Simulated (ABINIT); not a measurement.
The system is AlN.

```
Al N
1.0
     0.00000    2.18399    2.18399
     2.18399    0.00000    2.18399
     2.18399    2.18399    0.00000
Al N
1 1
Cartesian
  0.0000 0.0000 0.0000
  1.0920 1.0920 1.0920
```

Measurements of this composition are mostly on another form, of space group No. 186.

* Program: ABINIT 10.8.3 (patched build)
* Task: relaxation of cell and atoms
* Functional: PBE
* Potentials or basis: JTH PAW PBE v2.0
* Cutoff: 707 eV
* k mesh: 10 × 10 × 10
* Occupations: fermi-dirac, width 0.05 eV
* Spin: no spin polarisation

At the start: pressure 5.4 GPa; volume 10.42 Å³/atom.

Q: Where does the relaxation end?

A: Over 4 steps the energy falls by 4.6 meV/atom and the volume is 10.70 Å³/atom (+2.7 %); space group F-43m (No. 216, to 0.05 Å).

The path:
| step | energy change (eV) | largest force (eV/Å) | pressure (GPa) | volume (Å³) |
| --- | --- | --- | --- | --- |
| 1 | 0.0000 | 0.0000 | 5.45 | 20.83 |
| 2 | -0.0079 | 0.0000 | 1.99 | 21.18 |
| 3 | -0.0093 | 0.0000 | 0.06 | 21.39 |
| 4 | -0.0093 | 0.0000 | 0.00 | 21.40 |

Final structure:
```yaml
crystal:
  lattice:
    - [0.00000, 2.20349, 2.20349]
    - [2.20349, 0.00000, 2.20349]
    - [2.20349, 2.20349, 0.00000]
  atoms:
    - { symbol: Al, position: [0.00000, 0.00000, 0.00000] }
    - { symbol: N, position: [0.25000, 0.25000, 0.25000] }
```
